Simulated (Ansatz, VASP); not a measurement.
**One calculation of Cu, two programs**

```xyz
1
Lattice="0.0000 1.7479 1.7479 1.7479 0.0000 1.7479 1.7479 1.7479 0.0000" Properties=species:S:1:pos:R:3 pbc="T T T"
Cu    0.0000    0.0000    0.0000
```

Alike in both runs: functional PBE; k mesh 28 × 28 × 28; occupations gaussian, width 0.1 eV; no spin polarisation.

Ansatz relaxed the structure, and its values are those at the end. VASP's run is a single point on that final structure, the one shown.

|  | VASP | Ansatz |
| --- | --- | --- |
| version | VASP 6.6.1 | Ansatz 0.2.0 |
| potentials or method | VASP PAW PBE potentials, release 64 (Cu) | scalar-relativistic, plane waves, PAW |
| plane-wave cutoff (eV) | 520 | 420 |
| valence electrons in the cell | 11 | 19 |

|  | VASP | Ansatz | Ansatz less VASP |
| --- | --- | --- | --- |
| gap on the k mesh at the Fermi level (eV) | none | none | - |
| pressure (GPa) | 21.6 | 21.1 | -0.54 |

A gap of «none» marks a metal or a gap that the smearing closes. With one functional, cell and mesh, what is left measures potentials, basis and numerics. The two sets of potentials don't hold the same shells in valence.

Caveats: so large a pressure means that the cell lies far from this level's equilibrium, or that cutoff or potentials fall short (VASP).
